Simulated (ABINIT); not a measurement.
**Dielectric function and optical constants of AlAs**

Wanted: where AlAs starts to absorb, how strongly, and its refractive index.

Program: ABINIT 10.8.3. Level of theory: DFT, PBE, plane waves with norm-conserving potentials (PseudoDojo), scalar-relativistic, independent-particle linear optical response without local fields. Results are calculated unless marked as measured.

### 1. The structure

The structure is cubic, space group F-43m (No. 216). The conventional cell has a = 5.661 Å, b = 5.661 Å, c = 5.661 Å, α = 90.00°, β = 90.00°, γ = 90.00°. Nearest to As lie 4 Al at 2.45 Å. Al has 4 As at 2.45 Å nearest. Farther neighbours are not listed.

### 2. Ground state, bands and velocity matrix elements

The self-consistent density comes first; it also tells whether there is a gap, which decides the occupations and the need for a Drude term.

This step: DFT, PBE, plane waves with norm-conserving potentials (PseudoDojo), scalar-relativistic, ground state, bands at fixed density and velocity matrix elements (ABINIT 10.8.3).

run.abi

```
# ground state, bands on a dense mesh, and the derivatives d/dk of the wave functions
ndtset 3

ngkpt1 7 7 7
shiftk1 0.0 0.0 0.0
tolvrs1 1.0d-12
nband1 13
prtden1 1

iscf2 -2
getden2 1
ngkpt2 11 11 11
shiftk2 0.0 0.0 0.0
kptopt2 1
nband2 32
nbdbuf2 4
tolwfr2 1.0d-14

optdriver3 8
wfk_task3 "wfk_ddk"
prtevk3 1
getwfk3 2
getden3 1
iscf3 -2
ngkpt3 11 11 11
shiftk3 0.0 0.0 0.0
kptopt3 1
nband3 32

nshiftk 1
occopt 3
tsmear 0.001837
ecut 35.0
nstep 80
iomode 3
chksymbreak 0
chkprim 0
chksymtnons 0
acell 3*1.0 Angstrom
rprim
  0.000000000000 2.830400000000 2.830400000000
  2.830400000000 0.000000000000 2.830400000000
  2.830400000000 2.830400000000 0.000000000000
natom 2
ntypat 2
znucl 33 13
typat 1 2
xred
  0.750000000000 0.750000000000 0.750000000000
  0.000000000000 0.000000000000 0.000000000000
pseudos "As.upf, Al.upf"
```

Command:

```bash
$ mpirun -n 4 abinit run.abi
```

Numbers of over 12 decimals in the logs are rounded to 6 here.

The log of the run:

```text
DATASET    1 : space group F-4 3 m (#216); Bravais cF (face-center cubic)
 DATASET    2 : space group F-4 3 m (#216); Bravais cF (face-center cubic)
 DATASET    3 : space group F-4 3 m (#216); Bravais cF (face-center cubic)
            ngfft          45      45      45
                         0.06997    0.06997    0.06997    0.03499    0.01749    0.06997
                         0.06997    0.03499    0.01749    0.03499    0.06997    0.13994
                         0.00451    0.01803    0.01803    0.01803    0.01803    0.01803
                         0.01803    0.01803    0.01803    0.00902    0.00451    0.01803
                         0.01803    0.01803    0.01803    0.01803    0.01803    0.00902
                         0.00451    0.01803    0.01803    0.01803    0.01803    0.00902
                         0.00451    0.01803    0.01803    0.00902    0.00451    0.00902
                         0.01803    0.03606    0.03606    0.03606    0.01803    0.03606
                         0.03606    0.03606    0.03606    0.01803    0.01803    0.03606
                         0.00451    0.01803    0.01803    0.01803    0.01803    0.01803
                         0.01803    0.01803    0.01803    0.00902    0.00451    0.01803
                         0.01803    0.01803    0.01803    0.01803    0.01803    0.00902
                         0.00451    0.01803    0.01803    0.01803    0.01803    0.00902
                         0.00451    0.01803    0.01803    0.00902    0.00451    0.00902
                         0.01803    0.03606    0.03606    0.03606    0.01803    0.03606
                         0.03606    0.03606    0.03606    0.01803    0.01803    0.03606
== DATASET  1 ==================================================================
 Real(R)+Recip(G) space primitive vectors, cartesian coordinates (Bohr,Bohr^-1):
 R(1)=  0.0000000  5.3486808  5.3486808  G(1)= -0.0934810  0.0934810  0.0934810
 R(2)=  5.3486808  0.0000000  5.3486808  G(2)=  0.0934810 -0.0934810  0.0934810
 R(3)=  5.3486808  5.3486808  0.0000000  G(3)=  0.0934810  0.0934810 -0.0934810
 Unit cell volume ucvol=  3.0603426E+02 bohr^3
 Angles (23,13,12)=  6.00000000E+01  6.00000000E+01  6.00000000E+01 degrees
 getcut: wavevector=  0.0000  0.0000  0.0000  ngfft=  45  45  45
     iter   Etot(hartree)      deltaE(h)  residm     vres2
 ETOT  1  -106.75649979518    -1.068E+02 1.638E+00 1.208E+02
 ETOT  2  -108.36586910364    -1.609E+00 4.512E-02 3.778E+02
 ETOT  3  -108.40296568236    -3.710E-02 9.377E-03 9.605E+01
 ETOT  4  -108.41570560389    -1.274E-02 4.289E-03 5.689E-01
 ETOT  5  -108.41577975617    -7.415E-05 3.201E-03 4.927E-03
 ETOT  6  -108.41577867418     1.082E-06 2.571E-03 1.110E-02
 ETOT  7  -108.41577984103    -1.167E-06 2.712E-03 1.534E-03
 ETOT  8  -108.41578003484    -1.938E-07 1.137E-03 1.018E-05
 ETOT  9  -108.41578003591    -1.071E-09 1.051E-03 1.748E-06
 ETOT 10  -108.41578003614    -2.327E-10 3.489E-04 9.921E-10
 ETOT 11  -108.41578003614     3.141E-12 2.896E-04 6.462E-11
 ETOT 12  -108.41578003614    -3.936E-12 8.985E-05 3.239E-13
 At SCF step   12       vres2   =  3.24E-13 < tolvrs=  1.00E-12 =>converged.
 Cartesian components of stress tensor (hartree/bohr^3)
  sigma(1 1)=  1.17065620E-04  sigma(3 2)=  0.00000000E+00
  sigma(2 2)=  1.17065620E-04  sigma(3 1)=  0.00000000E+00
  sigma(3 3)=  1.17065620E-04  sigma(2 1)=  0.00000000E+00
 Mean square residual over all n,k,spin=   46.776E-08; max=  89.847E-06
 Fermi (or HOMO) energy (hartree) =   0.15910   Average Vxc (hartree)=  -0.34173
 Eigenvalues (hartree) for nkpt=  20  k points:
 kpt#   1, nband= 13, wtk=  0.00292, kpt=  0.0000  0.0000  0.0000 (reduced coord)
  -1.13597   -1.13597   -1.13597   -1.13552   -1.13552   -0.30508    0.13114    0.13114
   0.13114    0.20629    0.28915    0.28915    0.28915
   2.00000    2.00000    2.00000    2.00000    2.00000    2.00000    2.00000    2.00000
   2.00000    0.00000    0.00000    0.00000    0.00000
kinetic             :  7.69816321532202E+01
hartree             :  3.74473188172741E+01
xc                  : -2.48510576144987E+01
Ewald energy        : -5.35193629854688E+01
psp_core            :  1.94039164300803E+00
local_psp           : -9.45861102593832E+01
non_local_psp       : -5.18285917899922E+01
internal            : -1.08415780035841E+02
'-kT*entropy'       : -2.99329670074685E-10
total_energy        : -1.08415780036140E+02
total_energy_eV     : -2.95014366572272E+03
 Cartesian components of stress tensor (hartree/bohr^3)
  sigma(1 1)=  1.17065620E-04  sigma(3 2)=  0.00000000E+00
  sigma(2 2)=  1.17065620E-04  sigma(3 1)=  0.00000000E+00
  sigma(3 3)=  1.17065620E-04  sigma(2 1)=  0.00000000E+00
-Cartesian components of stress tensor (GPa)         [Pressure= -3.4442E+00 GPa]
== DATASET  2 ==================================================================
 Real(R)+Recip(G) space primitive vectors, cartesian coordinates (Bohr,Bohr^-1):
 R(1)=  0.0000000  5.3486808  5.3486808  G(1)= -0.0934810  0.0934810  0.0934810
 R(2)=  5.3486808  0.0000000  5.3486808  G(2)=  0.0934810 -0.0934810  0.0934810
 R(3)=  5.3486808  5.3486808  0.0000000  G(3)=  0.0934810  0.0934810 -0.0934810
 Unit cell volume ucvol=  3.0603426E+02 bohr^3
 Angles (23,13,12)=  6.00000000E+01  6.00000000E+01  6.00000000E+01 degrees
 getcut: wavevector=  0.0000  0.0000  0.0000  ngfft=  45  45  45
 Mean square residual over all n,k,spin=   54.902E-16; max=  99.858E-16
 Eigenvalues (hartree) for nkpt=  56  k points:
 kpt#   1, nband= 32, wtk=  0.00075, kpt=  0.0000  0.0000  0.0000 (reduced coord)
  -1.13597   -1.13597   -1.13597   -1.13552   -1.13552   -0.30508    0.13114    0.13114
   0.13114    0.20629    0.28915    0.28915    0.28915    0.45798    0.46388    0.46388
   0.55247    0.55247    0.55247    0.67916    1.00549    1.00549    1.00549    1.07631
   1.07631    1.08876    1.08876    1.08876    1.14338    1.14338    1.14338    1.44370
== DATASET  3 ==================================================================
            ngfft          45      45      45
[...]
0.03606    0.03606    0.03606    0.01803    0.01803    0.03606
                         0.00451    0.01803    0.01803    0.01803    0.01803    0.01803
                         0.01803    0.01803    0.01803    0.00902    0.00451    0.01803
                         0.01803    0.01803    0.01803    0.01803    0.01803    0.00902
                         0.00451    0.01803    0.01803    0.01803    0.01803    0.00902
                         0.00451    0.01803    0.01803    0.00902    0.00451    0.00902
                         0.01803    0.03606    0.03606    0.03606    0.01803    0.03606
                         0.03606    0.03606    0.03606    0.01803    0.01803    0.03606
[shortened to cell, iterations, levels, energies and stress; the echo of variables, forces, comments, warnings and credits are left out]
```

Run time: 33 s. Hardware: 4 MPI ranks of AMD EPYC 9R45, shared host; peak memory 0.12 GiB.

Numbers from this step:

```
total energy           : -108.4 Ha
gap on the k-mesh      : 1.485 eV
direct gap on the mesh : 2.045 eV
```

There is a gap, 1.49 eV on this mesh (points off the mesh can give less), so no carriers' term is needed.

### 3. Optical response

With the density converged, the vertical transitions are summed over the zone.

This step: DFT, PBE, plane waves with norm-conserving potentials (PseudoDojo), scalar-relativistic, independent-particle linear optical response without local fields (ABINIT 10.8.3).

optic.abi

```
&FILES
 ddkfile_1 = 'runo_DS3_1_EVK.nc',
 ddkfile_2 = 'runo_DS3_2_EVK.nc',
 ddkfile_3 = 'runo_DS3_3_EVK.nc',
 wfkfile = 'runo_DS2_WFK.nc'
/
&PARAMETERS
 broadening = 0.001837,
 domega = 0.0020212,
 maxomega = 0.80849,
 scissor = 0.0,
 tolerance = 0.002,
 nband_sum = 28
/
&COMPUTATIONS
 num_lin_comp = 1,
 lin_comp = 11,
 num_nonlin_comp = 0,
 num_linel_comp = 0,
 num_nonlin2_comp = 0
/
```

Command:

```bash
$ optic optic.abi
```

The log of the run:

```text

 OPTIC has originally been developed by
 S. Sharma, J. K. Dewhurst and C. Ambrosch-Draxl, Phys. Rev. B 67, 165332 (2003), and
 S. Sharma and C. Ambrosch-Draxl, Physica Scripta T 109 (2004).

 rprimd(bohr)      =   0.00000   5.34868   5.34868
                       5.34868   0.00000   5.34868
                       5.34868   5.34868   0.00000
 natom             =       2
 nkpt,mband        =      56      32
 ecut              =  35.00000 Ha
 newocc: new Fermi energy is       0.158717 , with nelect=     18.000000, Number of bisection calls: 25
 Fermi level: 4.3189  (eV)

 fermie            =   0.15872 Ha   4.31891 eV
 Scissor shift     =   0.00000 Ha
 Tolerance on closeness to singularities     =   0.00200 Ha
 Smearing factor      =   0.00184 Ha
 Will use the antiresonant approximation (meaning that the antiresonant terms are neglected)
 Will not perform the bands decomposition
 linear coeffs to be calculated :
 11
 non-linear coeffs to be calculated :

 electronic part of electro-optic coeffs to be calculated :

 non-linear coeffs (V2) to be calculated :

 linear optic matrix elements will be printed :0
 optic : Call pmat2cart
 No scissor shift to be applied. Returning to main optic routine.
 optic : Call linopt
  linopt            1           1
 calculated the component:           1           1   of dielectric function
  with broadening:         (0.000000,1.83700000000000009E-003)
 and scissors shift:   0.000000
 energy window:   62.867449      eV   2.310336      Ha
 optic : Call nlinopt
 optic : Call linelop
 optic : Call nonlinopt

================================================================================

 Calculation completed.
-
program: optic
version: 10.8.3
start_datetime:
end_datetime:
overall_cpu_time:           0.1
overall_wall_time:           0.1
mpi_procs: 1
omp_threads: 1
...
```

Wall time 0.72 s (1 thread); peak memory 0.05 GiB.

This step gave:

| Item | Value |
| --- | --- |
| electronic dielectric constant ε∞, mean over x, y and z (by symmetry where fewer were run) | 9.885 |
| centre of weight of the strongest loss peak in the window | 16.34 eV |

The Im ε, E ∥ x has structure finer than the step of the table below, so its rows give means over 0.5 eV, whole bins alone (the curve runs from 0.0550 to 21.9 eV). Peaks (eV: height): 3.08: 12.3, 3.52: 17.2, 4.23: 42.6, 5.00: 20.4, 5.44: 20.7.

Sum at mesh points, not converged in k; values under the direct gap are tails of Lorentzian lines. Im ε, E ∥ x against photon energy; means over each step:

| photon energy (eV) | Im ε, E ∥ x |
| --- | --- |
| 0.5 | 0.0266 |
| 1.0 | 0.0606 |
| 1.5 | 0.125 |
| 2.0 | 0.725 |
| 2.5 | 1.60 |
| 3.0 | 7.40 |
| 3.5 | 10.9 |
| 4.0 | 25.2 |
| 4.5 | 20.4 |
| 5.0 | 16.6 |
| 5.5 | 12.5 |
| 6.0 | 6.65 |
| 6.5 | 5.70 |
| 7.0 | 4.93 |
| 7.5 | 3.54 |
| 8.0 | 2.72 |
| 8.5 | 1.86 |
| 9.0 | 1.99 |
| 9.5 | 1.20 |
| 10.0 | 1.36 |
| 10.5 | 0.715 |
| 11.0 | 0.779 |
| 11.5 | 0.461 |
| 12.0 | 0.515 |
| 12.5 | 0.355 |
| 13.0 | 0.337 |
| 13.5 | 0.307 |
| 14.0 | 0.360 |
| 14.5 | 0.303 |
| 15.0 | 0.273 |
| 15.5 | 0.225 |
| 16.0 | 0.216 |
| 16.5 | 0.197 |
| 17.0 | 0.164 |
| 17.5 | 0.173 |
| 18.0 | 0.141 |
| 18.5 | 0.154 |
| 19.0 | 0.128 |
| 19.5 | 0.113 |
| 20.0 | 0.0969 |
| 20.5 | 0.0908 |
| 21.0 | 0.0767 |
| 21.5 | 0.0817 |

The reflectivity at normal incidence, E ∥ x has structure finer than the step of the table below, so its rows give means over 0.5 eV, whole bins alone (the curve runs from 0.0550 to 21.9 eV). Peaks (eV: height): 5.61: 74.1, 6.49: 70.6, 8.30: 73.2, 10.23: 74.5, 10.67: 74.1, 11.49: 76.8, 12.54: 70.8.

Sum at mesh points, not converged in k. The reflectivity at normal incidence, E ∥ x by photon energy; means over each step:

photon energy (eV), reflectivity at normal incidence, E ∥ x (%) and a bar:
```
      0.5       27.0 ###########
      1.0       27.8 ###########
      1.5       29.3 ############
      2.0       31.6 #############
      2.5       36.1 ###############
      3.0       40.2 #################
      3.5       43.4 ###################
      4.0       52.8 #######################
      4.5       58.1 #########################
      5.0       55.2 ########################
      5.5       63.5 ############################
      6.0       56.5 #########################
      6.5       60.6 ###########################
      7.0       56.1 #########################
      7.5       57.0 #########################
      8.0       65.4 #############################
      8.5       59.4 ##########################
      9.0       57.3 #########################
      9.5       62.3 ###########################
     10.0       60.6 ###########################
     10.5       67.8 ##############################
     11.0       59.5 ##########################
     11.5       67.6 ##############################
     12.0       59.9 ##########################
     12.5       63.4 ############################
     13.0       59.2 ##########################
     13.5       51.3 ######################
     14.0       44.5 ###################
     14.5       41.6 ##################
     15.0       40.7 #################
     15.5       38.9 #################
     16.0       29.7 ############
     16.5       25.7 ##########
     17.0       20.9 ########
     17.5       16.4 ######
     18.0       12.1 ####
     18.5       11.4 ####
     19.0        9.0 ###
     19.5        8.0 ##
     20.0        6.3 #
     20.5        5.2 #
     21.0        4.6 
     21.5        3.6
```

The loss function −Im 1/ε at q → 0, E ∥ x has structure finer than the step of the table below, so its rows give means over 0.5 eV, whole bins alone (the curve runs from 0.0550 to 21.9 eV). Peaks (eV: height): 15.62: 5.09, 15.84: 5.30, 16.06: 5.19, 16.33: 5.98, 16.77: 5.87, 17.05: 4.59, 17.54: 4.30.

Sum at mesh points, not converged in k; values under the direct gap are tails of Lorentzian lines. The loss function −Im 1/ε at q → 0, E ∥ x by energy loss; means over each step:

energy loss (eV), loss function −Im 1/ε at q → 0, E ∥ x and a bar:
```
      1.0       0.00 
      1.5       0.00 
      2.0       0.00 
      2.5       0.01 
      3.0       0.02 
      3.5       0.02 
      4.0       0.03 
      4.5       0.05 
      5.0       0.06 
      5.5       0.05 
      6.0       0.10 #
      6.5       0.09 #
      7.0       0.12 #
      7.5       0.13 #
      8.0       0.11 #
      8.5       0.18 #
      9.0       0.19 #
      9.5       0.21 #
     10.0       0.21 #
     10.5       0.22 #
     11.0       0.33 ##
     11.5       0.33 ##
     12.0       0.46 ###
     12.5       0.56 ####
     13.0       0.77 #####
     13.5       1.38 #########
     14.0       1.58 ##########
     14.5       2.29 ###############
     15.0       2.70 #################
     15.5       3.84 ########################
     16.0       4.61 #############################
     16.5       4.71 ##############################
     17.0       4.16 ##########################
     17.5       3.07 ####################
     18.0       1.97 #############
     18.5       1.89 ############
     19.0       1.28 ########
     19.5       1.02 #######
     20.0       0.70 ####
     20.5       0.54 ###
     21.0       0.42 ###
     21.5       0.37 ##
```

From ε follow the optical constants at some laser and lamp lines:

| wavelength (nm) | n | k | R (%) | 1/α |
| --- | --- | --- | --- | --- |
| 1550 | 3.20 | 0.007 | 27.4 | 18 µm |
| 1064 | 3.26 | 0.011 | 28.2 | 7.4 µm |
| 800 | 3.38 | 0.019 | 29.5 | 3.3 µm |
| 633 | 3.64 | 0.099 | 32.4 | 504 nm |
| 532 | 3.75 | 0.059 | 33.5 | 713 nm |
| 450 | 3.97 | 0.573 | 36.6 | 63 nm |
| 308 | 4.66 | 2.340 | 50.3 | 10 nm |

Below the direct gap, k and the depth come from the tails of the Lorentzian lines, not from transitions.

Rows near the edge hang on the gap, which this functional as a rule makes too small, and phonon-assisted absorption is left out.

### 4. Results

* electronic dielectric constant ε∞, mean over x, y and z (by symmetry where fewer were run) (independent particles): 9.88
* centre of weight of the strongest loss peak in the window, first axis: 16.3 eV

In words: At this level (PBE, independent particles) AlAs has ε∞ = 9.88 and n = 3.20 at 1550 nm. On the mesh the gap is 1.49 eV and the least direct gap 2.04 eV, so on this mesh the band edges lie at different points. Excitons and phonon-assisted transitions are missing, and so are local fields; PBE gaps are as a rule too small, which pulls the onset down and ε∞ up. The sum runs over mesh points 0.17 Å⁻¹ apart with no interpolation, so peaks are partly noise of the mesh and static values carry its error. Besides steps told in other documents, this task had 1 run with a known fault of program or setting; those not told in a step above aren't shown.

[Logs are printed without paths, hosts, clocks, repeated set-up lines and the standing remarks that a program may print on its own settings, such as how far it seeks lower states.]

[Hosts, paths, dates, database ids (printed as entryN), source tags and the programs' standing remarks are cut or masked in the printed files.]
